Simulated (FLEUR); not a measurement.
Runs of FLEUR MaX-R8.1 (later development tree) on C. The structure is hexagonal, space group P6_3/mmc (No. 194). The conventional cell has a = 2.522 Å, b = 2.522 Å, c = 8.237 Å, α = 90.00°, β = 90.00°, γ = 120.00°. C (site symmetry 3m) has 4 C at 1.54 Å as nearest neighbours. Around C (site symmetry 3m) lie 4 C at 1.54 Å. This is a hexagonal form of diamond, not graphite.

```csv
task,level,gmax,muffin-tin radii,lmax,max iterations,mixing factor,kmax,gap on the mesh (eV),V0 of scaled cells (Å³/atom),B0 (GPa)
band structure,PZ,16.1 1/bohr,C 1.35 bohr,C 8,60,0.05,5.19 1/bohr,4.37,-,-
equation of state,RPBE,17 1/bohr,C 1.31 bohr,C 8,-,-,5.5 1/bohr,-,5.78,(b)
band structure,PBE,25 1/bohr,C 1.35 bohr,C 7,60,0.05,5 1/bohr,4.42,-,-
equation of state,LDA,17 1/bohr,C 1.31 bohr,C 8,-,-,5.5 1/bohr,-,5.51,468
band structure,PBE,22.5 1/bohr,C 1.35 bohr,C 5,60,0.05,4.5 1/bohr,4.41,-,-
band structure,PBE,20 1/bohr,C 1.35 bohr,C 4,60,0.05,4 1/bohr,4.29,-,-
band structure,PBE,17.5 1/bohr,C 1.35 bohr,C 5,60,0.05,3.5 1/bohr,4.41,-,-
equation of state,BH,16.1 1/bohr,C 1.31 bohr,C 5,-,-,5.19 1/bohr,-,5.54,476
band structure,revPBE,16.1 1/bohr,C 1.35 bohr,C 8,60,0.05,5.19 1/bohr,4.41,-,-
equation of state,MJW,17 1/bohr,C 1.31 bohr,C 8,-,-,5.5 1/bohr,-,5.53,(c)
equation of state,PBE,25 1/bohr,C 1.31 bohr,C 7,-,-,5 1/bohr,-,5.70,(a)
band structure,PBE,16.1 1/bohr,C 1.35 bohr,C 8,60,0.05,5.19 1/bohr,4.42,-,-
```

Alike in all rows: potentials or basis all-electron, FLAPW; no spin polarisation; cell as given; k mesh 12 × 12 × 4; smearing fermi-dirac 0.05 eV.

Question: Fill in the values left out.

Answer: (a) 434; (b) 420; (c) 465.

Caveats: the cell was scaled at fixed shape and fractional positions, which overstates the stiffness of a crystal with free parameters, most of all of layers and chains (some runs); the plane-wave cutoff is short for the small spheres of the light atoms, so energies, forces and moduli aren't converged (some runs); small basis for a fit (some runs).

A k mesh can miss the band edges.

Not every run made on this cell is shown here.
